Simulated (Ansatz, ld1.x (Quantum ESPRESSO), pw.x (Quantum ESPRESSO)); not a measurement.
# Equation-of-state test of one ultrasoft potential (mercury (Hg))

ld1.x (Quantum ESPRESSO) 7.5 input, shortened:

```
&input
   title='Hg', zed=80., rel=1, dft='PBE', iswitch=3,
   config='[Xe] 4f14 5d10 6s2 6p0'
 /
 &inputp
   pseudotype=3, tm=.true., lloc=-1, rcloc=1.50,
   nlcc=.false.,
   which_augfun='PSQ', rmatch_augfun_nc=.true.
 /
6
6S  1  0   2.00   0.00  2.00  2.30  0.0
6S  1  0   0.00   2.30  2.00  2.30  0.0
6P  2  1   0.00   0.00  2.65  3.05  0.0
6P  2  1   0.00   0.50  2.65  3.05  0.0
5D  3  2  10.00   0.00  1.35  1.55  0.0
5D  3  2   0.00   0.10  1.35  1.55  0.0
 &test
   configts(1)='5d10 6s2 6p0'
 /
```

Crystal test: fcc Hg in pw.x 7.5, no spin, 11³ k-points, Fermi–Dirac smearing 0.01 Ry, cutoffs 100/800 Ry. The reference is all-electron LAPW (Ansatz 0.2.0) with the same functional, mesh and smearing; V0 and B0 come from Birch–Murnaghan fits to the pressures at five volumes. Errors are pseudo minus all-electron; Δ is the rms difference of the E(V) curves that follow from these fits, minima aligned, over ±6 % about the mean V0. Mesh and smearing are coarse, so the numbers serve the comparison and aren't converged zero-temperature values; the lattice is a test structure that the element need not adopt.

```tsv
V (Å³/atom)	P all-electron (GPa)	P pseudo (GPa)
29.353	0.22	-61.45
30.126	0.11	-59.65
30.898	0.02	-58.00
31.670	-0.07	-56.26
32.443	-0.16	-54.48
```

All-electron: a0 = 4.988 Å (V0 = 31.03 Å³/atom), B0 = 3.7 GPa.

Pseudopotential: mean pressure error (GPa): -57.99. The pressure does not cross zero within the volumes sampled, so no fit is given. This is a poor potential for the solid. The pseudo pressure rises with volume over the whole range, a mechanical instability. Note: ghost states, extra bound levels that the all-electron valence spectrum of the same l lacks: s at -190.7 eV, p at -64.1 eV. A true bound ghost makes a file unfit for plane-wave use.

**Question.** At the middle volume, how do free energy and pressure move when the wave cutoff is lowered (ecutrho held at 800 Ry)?

**Answer.**

| cutoff (Ry) | shift of F (meV/atom) | shift of P (GPa) |
| --- | --- | --- |
| 45 | +767.6 | -14.75 |
| 60 | +182.8 | -3.41 |
| 80 | +16.8 | +0.03 |

The run at the middle volume (56 k-points, 20 iterations) took about 70 s on one core of a shared host (Intel(R) Xeon(R) 6975P-C, 192 threads, 1488 GiB, load 59).
